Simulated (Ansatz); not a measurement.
# What a trial cell of ZrSi2 relaxes into

All numbers below come from Ansatz, DFT PBE, scalar-relativistic, plane waves, PAW. Cutoff 420 eV, Γ-centred k mesh, Gaussian smearing, no spin polarisation in the final step.

This is the end of a relaxation of cell and atoms.

```xyz
3
Lattice="4.0349 0.0000 0.0000 -2.0175 3.4943 0.0000 0.0000 0.0000 3.5645" Properties=species:S:1:pos:R:3 pbc="T T T"
Zr    0.0000    0.0000    0.0000
Si    0.0000    2.3296    1.7823
Si    2.0175    1.1648    1.7823
```

The zero of energy is the elements' standard structures at the same level; no fitted shifts are applied.

Task: What space group does it have?

Result: P6/mmm (No. 191). Conventional cell: a = 4.035 Å, c = 3.565 Å. Zr is coordinated by 12 Si at 2.93 Å; around Si lie 3 Si at 2.33 Å.

Task: How far does it lie from the elements in energy?

Result: -0.30 eV/atom.

Task: Is it a metal?

Result: Yes, bands cross the Fermi level on the 12×12×14 mesh.

The final run used a 12×12×14 mesh on its 3-atom cell and 0.10 eV smearing. For metals, differences of a few meV/atom aren't resolved. The cell came from a trial start, so ZrSi2 may not exist in this structure.

Cost: 4 runs of about 0.74 core-minutes in all, on Intel Xeon Platinum 8488C (Sapphire Rapids) (shared hosts).